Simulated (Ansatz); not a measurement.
## Li: frozen-core PAW against all-electron methods

```xyz
1
Lattice="0.0000 2.1614 2.1614 2.1614 0.0000 2.1614 2.1614 2.1614 0.0000" Properties=species:S:1:pos:R:3 pbc="T T T"
Li    0.0000    0.0000    0.0000
```

The structure comes from a relaxation in the same program, started in the fcc type, and has space group Fm-3m. Whether it is a known phase or the ground state wasn't checked.

Levels of theory: DFT, PBE, PAW with Ansatz's default frozen-core files, scalar-relativistic (Ansatz 0.2.0); DFT, PBE, all-electron LAPW, scalar-relativistic (Ansatz 0.2.0).

For PAW: a Γ-centred 17×17×17 k mesh, Fermi–Dirac smearing of 0.08 eV, cutoff 420 eV, no spin polarisation. LAPW targets a basis error of 0.5 meV/atom. The Ansatz runs share mesh, smearing and spin set-up. Plane-wave (PAW) pressures include the program's estimate of the Pulay term.

Stress and pressure are positive in compression.

Levels count from the Fermi level.

PAW results:

```json
{"quantity": "pressure (GPa)", "PAW": "0.03"}
{"quantity": "highest filled level at K (eV)", "PAW": "-46.473"}
{"quantity": "lowest empty level at K (eV)", "PAW": "2.533"}
{"quantity": "highest filled level at X (eV)", "PAW": "-46.472"}
{"quantity": "lowest empty level at X (eV)", "PAW": "1.546"}
```

(1) What does LAPW (all electrons) give for the same quantities?

Answers

(1) 
```tsv
quantity	LAPW
pressure (GPa)	0.04
highest filled level at K (eV)	-46.470
lowest empty level at K (eV)	2.533
highest filled level at X (eV)	-46.470
lowest empty level at X (eV)	1.546
```
